**Filled-state STM images of one PbO layer at deeper bias**

The system is a single tetragonal PbO layer, with Pb about 1.2 Å above and below the oxygen plane, imaged in the Tersoff-Hamann picture at the PBE+D3 level. The image at bias $V$ is the density of all states between zero bias (here mid-gap) and $eV$, read 4 Å above the top Pb. Four biases are known, and the question is what −2.5 and −3.3 V give.

Ansatz 0.2.0, scalar-relativistic PBE+D3(BJ) with PAW, 420 eV plane-wave cutoff, 27 × 27 × 1 k mesh and no spin polarization, for a free-standing PbO monolayer. Tersoff-Hamann images with bias measured from mid-gap; densities are read 4 Å above the top Pb nucleus, and corrugation is at constant density equal to the mean of that plane.

```
bias (V)  log10 mean density (log10 of e/angstrom^3)  bright over dark  corrugation (Å)  brightest over  apparent barrier at 4 angstrom (eV)
  -3.300                                           ?                 ?                ?              Pb                                    ?
  -2.500                                           ?                 ?                ?              Pb                                    ?
  -1.900                                      -4.514             3.144            0.544              Pb                                4.909
  -1.550                                      -4.624             2.364            0.413              Pb                                4.536
   1.550                                      -3.777             1.240            0.183              Pb                                1.344
   1.900                                      -3.257             1.205            0.162              Pb                                1.294
```

The mean density $n$ is the average over that plane, and bright over dark, $R$, is the ratio of its largest to its smallest value. The apparent barrier $\phi$ is read here as the decay rate of the mean, $q=-\mathrm{d}\ln n/\mathrm{d}z=2\sqrt{2m\phi}/\hbar\approx1.025\sqrt{\phi/\mathrm{eV}}$ Å$^{-1}$. Corrugation is the height swing of a tip held at constant density, which should be near $\ln R/q$. The four known values lie 1 to 8% above that estimate, which supports the reading of $\phi$ and means corrugation carries little independent information.

**From −1.55 to −1.9 V**

A wider window keeps every old state and adds a slice of new ones. So $n$ adds and cannot fall, and $nq$ adds too, being the slope of a sum. If one lattice harmonic dominates, bright and dark are $n(1\pm a)$ with $a=(R-1)/(R+1)$, and $na$ adds as well. Subtracting two rows then isolates the slice between them.

Here the slice supplies only 22% of the density at −1.9 V, yet the barrier rises by 0.37 eV. A small share can move the average that far only if it decays much faster. With $n$ in $10^{-5}$ e/Å$^3$,

$$q_s=\frac{3.062\times2.270-2.377\times2.182}{3.062-2.377}\approx2.58\ \text{Å}^{-1},\qquad \phi_s\approx6.3\ \text{eV}.$$

Vacuum lies 3.275 eV above zero bias in the same calculation, so a state at mid-slice, −1.725 eV, sits 5.0 eV below vacuum. The slice barrier exceeds this by 1.3 eV. The same subtraction for $na$ gives the slice a modulation near 0.9, where 1 would mean a fully dark hollow. This figure is rough, because sharper harmonics also contribute.

Theory offers one cause for both features. A state with in-plane wave vector $k$ decays against its depth below vacuum plus $\hbar^2k^2/2m$, which is 2.34 eV at the zone edge X. Near that edge the states are standing waves whose density is almost fully modulated. The upper valence band is expected to mix Pb 6s and 6p with O 2p, and the oxygen plane holds half of the states above −1.55 eV and two thirds of those in the slice. If the band top lies at small $k$, the slice samples larger $k$. The count of states is consistent with this: one band holds two electrons per cell, and the window to −1.9 V holds nearly that many, enough to reach far into the zone. A second band may already take part, since the layer's screw axes and time reversal make bands meet in pairs along the zone edge. The assignment is still argued and has not been tested state by state.

**The rows at +1.55 and +1.9 V**

These rows act as a control. At the tip, the empty states give 7 and 18 times the density of the filled ones at equal $|V|$, while the difference in $q$ over 4 Å would alone give factors of 53 and 83. Slower decay is thus enough, and the empty windows in fact hold fewer states than the filled ones at equal $|V|$. Pb is brightest on both sides, but it is also the topmost atom, so this does not identify an orbital.

The control also limits the arithmetic. The empty slice has a barrier 0.28 eV below its depth under vacuum, which asymptotic decay does not allow, so 4 Å is still within reach of the surface potential. The runs warn that the exchange-correlation potential is rough in thin density, and whether that contributes is untested. The 1.3 eV excess of the filled slice is therefore uncertain by some tenths of an eV. Spin-orbit coupling is absent as well; it acts mostly through Pb 6p character, which is expected mainly in the empty states.

**Forecast for −2.5 and −3.3 V**

The model continues the one filled slice downward, using the −1.55 and −1.9 V rows alone. New states arrive with the same intrinsic weight per volt and the same $a$, their barrier grows one for one with depth, and their density is damped by $e^{-\Delta q\,z}$ over $z=4$ Å. Corrugation is $c\ln R/q$ with $c=1.078$, the ratio found at −1.9 V.

For −2.5 V, a row outside the fit, the new slice is 0.6 V wide and centred 0.475 eV deeper than the old one. Its barrier is $6.32+0.475=6.795$ eV, so $q$ goes from 2.576 to 2.671 Å$^{-1}$. With the old slice's $1.957\times10^{-5}$ e/Å$^3$ per volt,

$$\Delta n=1.957\times0.6\times e^{-4\times0.095}=0.803,\qquad n=3.062+0.803=3.865,\qquad \log_{10}(3.865\times10^{-5})=-4.41,$$

$$q=\frac{3.062\times2.270+0.803\times2.671}{3.865}=2.353\ \Rightarrow\ \phi=5.27\ \text{eV},$$

$$a=\frac{3.062\times0.517+0.803\times0.906}{3.865}=0.598\ \Rightarrow\ R\approx4.0.$$

One slice gives no scatter, so the ranges are judgement. The slice weight was varied by ×0.4 to ×2.5, its barrier by ±1 eV, its $a$ from 0.3 to 1 and $c$ by ±0.04, singly and added in quadrature. The forecasts, −2.5 V first:

- log10 mean density rises slowly and flattens, staying below the +1.55 V value: −4.41 (−4.47 to −4.29), −4.35 (−4.44 to −4.18).
- The barrier rises by less than the bias: 5.3 (5.0 to 5.7) eV, 5.6 (5.1 to 6.1) eV.
- Bright over dark is probably higher still: 4.0 (2.7 to 5.1), 4.6 (2.5 to 6.4).
- Corrugation: 0.63 (0.46 to 0.73) Å, 0.68 (0.42 to 0.8) Å.

Bright over dark is the weakest forecast. Seen from the top Pb, oxygen sits at bridge sites, where $\cos gx+\cos gy$ vanishes ($g$ the shortest reciprocal vector), so O 2p weight on its own would add density but little modulation. A simpler rule for the barrier, vacuum plus $|V|$ plus the mean offset of the two filled rows, would give 5.5 and 6.3 eV.

The withheld rows as computed:

```
bias (V)  log10 mean density (log10 of e/angstrom^3)  bright over dark  corrugation (Å)  brightest over  apparent barrier at 4 angstrom (eV)
  -3.300                                      -4.319             3.906            0.615              Pb                                5.555
  -2.500                                      -4.396             3.894            0.632              Pb                                5.322
```

**The −2.5 V row**

All eight values fall inside their ranges, though for bright over dark the ranges were wide enough to make that a mild test. At −2.5 V the computed density is about 4% above the forecast, the barrier 0.05 eV above and $R$ 0.09 below. Subtracting −1.9 from −2.5 V gives a slice with an excess of 1.28 eV and $a=0.83$, close to what was assumed. The corrugation agrees to 0.001 Å through cancellation: lower $R$ and higher $q$ are offset by a ratio $c$ of 1.099.

**The −3.3 V row**

The averaging argument holds. The barrier is 5.555 eV, and the simpler rule overshoots it by 0.74 eV, because the states above −1.55 eV, which decay slowest, still supply about half of the density at the tip. A straight line in bias through the two filled rows does worse than the slice model in all four columns at both biases.

The barrier's agreement to 0.003 eV is better than the model deserves. It assumed about 7.5 eV at the middle of the last slice ($6.32+2.9-1.725$), whereas the computed slice has 6.84 eV. Both new slices also carry more density than assumed, leaving the total about 6% above the forecast. More weight of fast-decaying states raises the average, a lower slice barrier reduces it, and the two errors nearly cancel.

Contrast is the real miss. $R$ was to climb to 4.6 and instead stalls at 3.9, 15% below the forecast value. The last slice has $a=0.60$, about equal to the modulation already present, so adding it leaves $R$ nearly unchanged. With $\ln R$ flat and $q$ still growing, the corrugation falls from 0.632 to 0.615 Å, where a rise was forecast.

The last slice differs from the two before it, its barrier excess halved to 0.66 eV and its modulation lower, the latter within the single-harmonic assumption. A larger oxygen share is not the reason, since the oxygen plane holds about two thirds of the states in each of the three slices. Nor is the mere entry of further bands enough. The window to −2.5 V already holds 4.5 electrons per cell, more than two bands can, yet its slice kept the high excess. What may matter is where in the zone the new states lie: if the last slice brings back states of small $k$, both its excess and its modulation would drop. States gathered near the slice's upper edge could also lower the excess, which is counted from mid-slice, but only by about half the slice width, 0.4 eV. The two causes are not separated here. In this calculation, going from −2.5 to −3.3 V adds a little density at the tip and no height contrast. PBE usually narrows gaps, and the tip is an s wave with no band bending, so these voltages mark positions in the computed valence band and not instrument settings.
